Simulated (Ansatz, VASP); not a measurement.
# SiC: VASP beside Ansatz

```
Si C
1.0
     3.07600    0.00000    0.00000
    -1.53800    2.66389    0.00000
     0.00000    0.00000    5.04800
Si C
2 2
Direct
  0.26081 0.61358 0.03962
  0.66667 0.33333 0.50000
  0.33333 0.66667 0.38500
  0.66667 0.33333 0.88500
```

Alike in both runs: task single point; functional PBE; k mesh 6 × 6 × 4; occupations gaussian, width 0.05 eV; no spin polarisation.

|  | VASP | Ansatz |
| --- | --- | --- |
| version | VASP 6.6.1 | Ansatz 0.2.0 |
| potentials or method | VASP PAW PBE potentials, release 64 (Si, C) | scalar-relativistic, plane waves, PAW |
| plane-wave cutoff (eV) | 520 | 420 |
| valence electrons in the cell | 16 | 16 |

Ansatz gave:

```
gap on the k mesh at the Fermi level (eV)       : 0.86
least direct gap on the mesh (eV)               : 3.11
pressure (GPa)                                  : 7.6
largest component of the traceless stress (GPa) : 5.39
rms of the force components (eV/Å)              : 2.171
```

Which values does VASP return?

gap on the k mesh at the Fermi level (eV): 0.86; least direct gap on the mesh (eV): 3.10; pressure (GPa): 7.6; largest component of the traceless stress (GPa): 5.39; rms of the force components (eV/Å): 2.168.

Atom by atom the forces differ by 0.007 eV/Å (rms over components). With one functional, cell and mesh, what is left measures potentials, basis and numerics.

Caveats: forces of over 1 eV/Å show positions far from the minimum, so gaps and moduli don't describe the material at rest. A k mesh can miss the band edges.
